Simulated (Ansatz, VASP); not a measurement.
BeS in VASP and in Ansatz

```
Be S
1.0
     0.00000    2.32888    2.30735
     2.32888    0.00000    2.30735
     2.32888    2.32888    0.00000
Be S
1 1
Direct
  0.00000 0.00000 0.00000
  0.50000 0.50000 0.50000
```

Change from the starting cell: epitaxial_xy strain +0.5%.

Alike in both runs: task single point; functional PBE; k mesh 10 × 10 × 10; occupations fermi-dirac, width 0.02 eV; no spin polarisation.

|  | VASP | Ansatz |
| --- | --- | --- |
| version | VASP 6.6.1 | Ansatz 0.2.0 |
| potentials or method | VASP PAW PBE potentials, release 64 (Be, S) | plane waves, PAW |
| plane-wave cutoff (eV) | 520 | 420 |
| valence electrons in the cell | 8 | 8 |

|  | VASP | Ansatz | Ansatz less VASP |
| --- | --- | --- | --- |
| gap on the k mesh at the Fermi level (eV) | 0.96 | 0.95 | -0.006 |
| pressure (GPa) | -1.0 | -0.9 | +0.09 |
| largest component of the traceless stress (GPa) | 0.60 | 0.60 | -0.002 |

With one functional, cell and mesh, what is left measures potentials, basis and numerics.

A k mesh can miss the band edges.
